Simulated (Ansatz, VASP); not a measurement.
## PtS2 in VASP and in Ansatz

The input INCAR:

```
PREC     = Accurate       # precision mode
ENCUT    = 520            # plane-wave cutoff, eV
EDIFF    = 1E-6           # SCF threshold, eV
ISMEAR   = -1             # smearing method
SIGMA    = 0.02           # smearing width, eV
LREAL    = F              # projectors in reciprocal space
LASPH    = T              # aspherical terms in the spheres
NELM     = 80             # most SCF steps
ALGO     = Normal         # electronic algorithm
ISIF     = 2              # what is computed and relaxed
LWAVE    = F              # write WAVECAR
LCHARG   = F              # write CHGCAR
GGA      = PE             # functional
NBANDS   = 18             # bands
```

KPOINTS

```
Automatic mesh
0
Gamma
  6 6 6
```

Contents of POSCAR:

```
PtS2
1.0
    0.0000000000      2.9757935506      2.9757935506
    2.9757935506      0.0000000000      2.9757935506
    2.9757935506      2.9757935506      0.0000000000
Pt S
1 2
Direct
    0.0000000000      0.0000000000      0.0000000000
    0.2500000000      0.2500000000      0.2500000000
    0.7500000000      0.7500000000      0.7500000000
```

Input for Ansatz:

```yaml
crystal:
  lattice:
    - [0.0, 2.9757935506, 2.9757935506]
    - [2.9757935506, 0.0, 2.9757935506]
    - [2.9757935506, 2.9757935506, 0.0]
  atoms:
    - { symbol: Pt, position: [0.0, 0.0, 0.0] }
    - { symbol: S, position: [0.25, 0.25, 0.25] }
    - { symbol: S, position: [0.75, 0.75, 0.75] }
kpoints:
  mp_grid: { grid: [6, 6, 6] }
hamiltonian:
  xc: pbe
scf:
  occupations: { method: fermi_dirac, width: 0.02 }
  n_extra_bands: 4
  mixing: { ndim: 30 }
  max_iter: 69
output:
  forces: true
  stress: true
  eigenvalues: true
```

Alike in both runs: task single point; functional PBE; k mesh 6 × 6 × 6; occupations fermi-dirac, width 0.02 eV; no spin polarisation.

```csv
,VASP,Ansatz
version,VASP 6.6.1,Ansatz 0.2.0
potentials or method,"VASP PAW PBE potentials, release 64 (Pt, S)",plane waves
plane-wave cutoff (eV),520,420
valence electrons in the cell,22,30
```

```csv
,VASP,Ansatz,Ansatz less VASP
pressure (GPa),1.1,1.3,+0.25
```

The functional is the same, so the differences come from potentials, cutoffs and numerics. The two sets of potentials don't hold the same shells in valence.

The runs have no spin-orbit coupling, so splittings on Pt are missing.
